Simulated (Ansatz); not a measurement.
**BeTe (F-43m): how the settings move a single-point run**

Aim: see which settings change the result for BeTe (F-43m), by how much, and at what cost.

The COD entry's cell or inner coordinates are ideal or old and differ from later refinements, so a difference from it is no clean test against experiment.

Program: Ansatz 0.2.0. Level of theory: reference: DFT PBE, scalar-relativistic, plane waves, PAW. These are calculated values, not measurements.

**1. Starting point**

It takes space group F-43m (No. 216, cubic). The conventional cell has a = 5.665 Å, b = 5.665 Å, c = 5.665 Å, α = 90.00°, β = 90.00°, γ = 90.00°. Be (site symmetry -43m) has 4 Te at 2.45 Å in its first shell of neighbours. Te (site symmetry -43m) is surrounded by 4 Be at 2.45 Å.

As a file:

```
Be Te
1.0
     0.00000    2.83248    2.83248
     2.83248    0.00000    2.83248
     2.83248    2.83248    0.00000
Be Te
1 1
Cartesian
  0.0000 0.0000 0.0000
  4.2487 4.2487 4.2487
```

**2. Baseline**

File input.yaml:

```yaml
crystal:
  lattice:
    - [0.0, 2.8324841938, 2.8324841938]
    - [2.8324841938, 0.0, 2.8324841938]
    - [2.8324841938, 2.8324841938, 0.0]
  atoms:
    - { symbol: Be, position: [0.0, 0.0, 0.0] }
    - { symbol: Te, position: [0.75, 0.75, 0.75] }
basis:
  ecutwfc: 420
  ecutrho_ratio: 4
kpoints:
  mp_grid: { grid: [10, 10, 10] }
hamiltonian:
  xc: pbe
scf:
  occupations: { method: gaussian, width: 0.05 }
output:
  forces: true
  stress: true
  eigenvalues: true
```

The run is started by

```console
ansatz run input.yaml --threads 4 --pin off --max-ram 7168MiB --backend cpu --events-out ev --progress --plain --runs-dir out
```

**3. Changing settings: starting moments, spin_polarized true**

input.yaml, as its differences from that of step 2:

```diff
@@ -6,4 +6,4 @@
   atoms:
-    - { symbol: Be, position: [0.0, 0.0, 0.0] }
-    - { symbol: Te, position: [0.75, 0.75, 0.75] }
+    - { symbol: Be, position: [0.0, 0.0, 0.0], spin: 2.0 }
+    - { symbol: Te, position: [0.75, 0.75, 0.75], spin: 2.0 }
 basis:
@@ -20,2 +20,3 @@
   stress: true
-  eigenvalues: true
+magnetization:
+  spin_polarized: true
```

**4. Changing settings: lower_state_search standard**

input.yaml, as its differences from that of step 2:

```diff
@@ -17,2 +17,3 @@
   occupations: { method: gaussian, width: 0.05 }
+  lower_state_search: standard
 output:
@@ -20,2 +21,5 @@
   stress: true
-  eigenvalues: true
+  write_density: true
+  write_potential: true
+  elf: true
+  volumetric_format: npy
```

**5. A further run, with the input changed**

input.yaml, as its differences from that of step 2:

```diff
@@ -17,2 +17,4 @@
   occupations: { method: gaussian, width: 0.05 }
+  initial_density: { chi_scale: 0.3 }
+  convergence: { dr2_threshold: 0.0001 }
 output:
@@ -20,2 +22 @@
   stress: true
-  eigenvalues: true
```

**7. Variant: mp_grid.grid [8, 8, 8]**

input.yaml, as its differences from that of step 2:

```diff
@@ -12,3 +12,3 @@
 kpoints:
-  mp_grid: { grid: [10, 10, 10] }
+  mp_grid: { grid: [8, 8, 8] }
 hamiltonian:
@@ -20,2 +20,5 @@
   stress: true
-  eigenvalues: true
+  write_density: true
+  write_potential: true
+  elf: true
+  volumetric_format: npy
```

**8. Changed: mp_grid.grid [12, 12, 12], occupations.method cold**

input.yaml, as its differences from that of step 2:

```diff
@@ -12,3 +12,3 @@
 kpoints:
-  mp_grid: { grid: [10, 10, 10] }
+  mp_grid: { grid: [12, 12, 12] }
 hamiltonian:
@@ -16,3 +16,3 @@
 scf:
-  occupations: { method: gaussian, width: 0.05 }
+  occupations: { method: cold, width: 0.05 }
 output:
@@ -20,2 +20 @@
   stress: true
-  eigenvalues: true
```

(Steps that only read results are left out.)

**Question.** What will these runs give? Wanted: for each run, ending; energy change; pressure; gap; force.

As calculated:

```tsv
run	ending	energy change	pressure (GPa)	gap (eV)	force (eV/Å)	cycles	time
reference	converged	0	0.0	2.03	0.00	7	0.85 s
1: starting moments, spin_polarized true	converged	0.0 meV/atom	0.0	2.03	0.00	15	2.6 s
2: lower_state_search standard	converged	0.0 meV/atom	0.0	2.03	0.00	7	1.1 s
3: chi_scale 0.3, dr2_threshold 0.0001	converged	0.0 meV/atom	0.0	2.03	0.00	5	0.69 s
4: mp_grid.grid [8, 8, 8]	converged	+0.3 meV/atom	0.0	2.03	0.00	7	0.76 s
5: mp_grid.grid [12, 12, 12], occupations.method cold	converged	0.0 meV/atom (σ→0)	0.0	2.03	0.00	7	1.1 s
```

Times don't compare one to one where runs were asked for different outputs or read a saved state (see the inputs); cycles may leave out searches for a lower state.

Residual by cycle in the longest SCF loop of each run; runs are numbered as in the table. The quantity is the density residual dr2, in eV.

```tsv
cycle	reference	run 1	run 2	run 3	run 4	run 5
1	2.0e-4	0.372	2.0e-4	0.65	2.1e-4	2.1e-4
2	1.3e-4	0.154	1.3e-4	0.0555	1.3e-4	1.4e-4
4	1.3e-5	0.00229	1.3e-5	2.2e-4	1.5e-5	1.4e-5
5	5.2e-6	2.3e-4	5.2e-6	1.9e-6	5.7e-6	5.6e-6
6	8.0e-7	1.1e-4	8.0e-7	-	9.2e-7	8.2e-7
7	7.3e-8	3.6e-5	7.3e-8	-	8.5e-8	8.2e-8
9	-	1.0e-6	-	-	-	-
10	-	9.1e-7	-	-	-	-
11	-	4.7e-6	-	-	-	-
12	-	5.3e-9	-	-	-	-
14	-	1.0e-10	-	-	-	-
15	-	6.7e-13	-	-	-	-
```

**Reading.** The gap of the reference lacks spin-orbit coupling, though the cell holds Te.

These are semilocal Kohn-Sham gaps, which aren't the measured quantity. Such gaps usually fall short of the measured ones; spin-orbit coupling, left out here, narrows gaps with Te, so the two errors partly cancel.
